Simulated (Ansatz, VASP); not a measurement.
# Two plane-wave programs on SnSe2

```
Sn Se
1.0
     3.83808    0.00000    0.00000
    -1.91904    3.32387    0.00000
     0.00000    0.00000    6.01468
Sn Se
1 2
Cartesian
  0.0000 0.0000 0.0000
  0.0000 2.2159 1.5944
  1.9190 1.1080 4.4202
```

Alike in both runs: functional PBE; dispersion D3(BJ); k mesh 9 × 9 × 6; occupations gaussian, width 0.02 eV; no spin polarisation.

Ansatz relaxed the structure, and its values are those at the end. VASP's run is a single point on that final structure, the one shown.

|  | VASP | Ansatz |
| --- | --- | --- |
| version | VASP 6.6.1 | Ansatz 0.2.0 |
| potentials or method | VASP PAW PBE potentials, release 64 (Sn_d, Se) | scalar-relativistic, plane waves, PAW |
| plane-wave cutoff (eV) | 520 | 420 |
| valence electrons in the cell | 26 | 46 |

Ansatz gave:

```
gap on the k mesh at the Fermi level (eV) : 0.39
least direct gap on the mesh (eV)         : 0.84
pressure (GPa)                            : 0.0
rms of the force components (eV/Å)        : 0.002
```

Q: What did VASP give for the same quantities?

A: gap on the k mesh at the Fermi level (eV): 0.38; least direct gap on the mesh (eV): 0.83; pressure (GPa): 0.1; rms of the force components (eV/Å): 0.005.

The two sets of potentials don't hold the same shells in valence.

Caveats: spin-orbit coupling is left out, which moves the levels of the heavy elements; an odd mesh through Γ misses points on the zone boundary, where band edges often lie.
